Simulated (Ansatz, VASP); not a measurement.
Two plane-wave programs on Ni

```
Ni
1.0
     0.00000    1.75931    1.75931
     1.75931    0.00000    1.75931
     1.75931    1.75931    0.00000
Ni
1
Cartesian
  0.0000 0.0000 0.0000
```

Alike in both runs: functional PBE; k mesh 21 × 21 × 21; occupations fermi-dirac, width 0.05 eV; collinear spin.

Ansatz relaxed the structure, and its values are those at the end. VASP's run is a single point on that final structure, the one shown.

```csv
,VASP,Ansatz
version,VASP 6.6.1,Ansatz 0.2.0
potentials or method,"VASP PAW PBE potentials, release 64 (Ni)","PAW with Ansatz's default frozen-core files, scalar-relativistic"
plane-wave cutoff (eV),520,420
valence electrons in the cell,10,18
```

VASP gave:

| Item | Value |
| --- | --- |
| pressure (GPa) | -0.1 |
| net moment per atom (μB) | 0.61 |
| size of the moment on the site where the two differ most (μB) | 0.62 |

Q: Estimate Ansatz's values.

A: Pressure (GPa): 0.0; net moment per atom (μB): 0.63; size of the moment on the site where the two differ most (μB): 0.67.

Site moments also hang on the region over which each program counts them. With one functional, cell and mesh, what is left measures potentials, basis and numerics. The two sets of potentials don't hold the same shells in valence.
